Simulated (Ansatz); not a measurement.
# TiAl: the cost of one run

Program: Ansatz 0.2.0. Level of theory: DFT PBE, scalar-relativistic, plane waves, PAW. These are calculated values, not measurements.

### Step 1. Starting point

It takes space group P-6m2 (No. 187, hexagonal). The conventional cell has a = 2.867 Å, b = 2.867 Å, c = 4.678 Å, α = 90.00°, β = 90.00°, γ = 120.00°. Around Ti (site symmetry -6m2) lie 6 Al at 2.87 Å and 6 Ti at 2.87 Å. Al (site symmetry -6m2) has 6 Ti at 2.87 Å and 6 Al at 2.87 Å as nearest neighbours.

Coordinates:

```cif
data_structure
_symmetry_space_group_name_H-M 'P-6m2'
_symmetry_Int_Tables_number 187
_cell_length_a 2.8673
_cell_length_b 2.8673
_cell_length_c 4.6781
_cell_angle_alpha 90.000
_cell_angle_beta 90.000
_cell_angle_gamma 120.000
_cell_volume 33.31
loop_
_atom_site_label
_atom_site_type_symbol
_atom_site_symmetry_multiplicity
_atom_site_Wyckoff_symbol
_atom_site_fract_x
_atom_site_fract_y
_atom_site_fract_z
_atom_site_occupancy
Ti1 Ti 1 a 0.00000 0.00000 0.00000 1
Al1 Al 1 d 0.33333 0.66667 0.50000 1
```

The structure comes from the Materials Project (structure only).

### Step 2. A change within a subgroup

Against the listed cell: strain xx, yy, zz, yz, xz, xy = -1.1, -1.1, -4.1, +0.0, +0.0, +0.0 %; atoms moved by 0.06 Å root mean square, at most 0.06 Å.

input.yaml

```yaml
crystal:
  lattice:
    - [2.836869253, 0.0, 0.0]
    - [-1.4184346265, 2.4568008403, 0.0]
    - [0.0, 0.0, 4.4881528302]
  atoms:
    - { symbol: Ti, position: [0.0, 0.0, 0.0128257665] }
    - { symbol: Al, position: [0.33333333, 0.66666667, 0.4871742335] }
basis:
  ecutwfc: 420
kpoints:
  mp_grid: { grid: [18, 18, 10] }
hamiltonian:
  xc: pbe
scf:
  occupations: { method: gaussian, width: 0.1 }
output:
  forces: true
  stress: true
  eigenvalues: true
  write_density: true
  write_potential: true
  elf: true
  volumetric_format: npy
```

Command:

```sh
> ansatz run input.yaml --threads 1 --pin off --max-ram 1331MiB --backend cpu --events-out ev --progress --plain --runs-dir out
```

**Question.** How long does this run take on 1 thread of an x86-64 CPU, shared host, and how much memory does it need?

About 22 s, with a peak of 0.45 GiB.
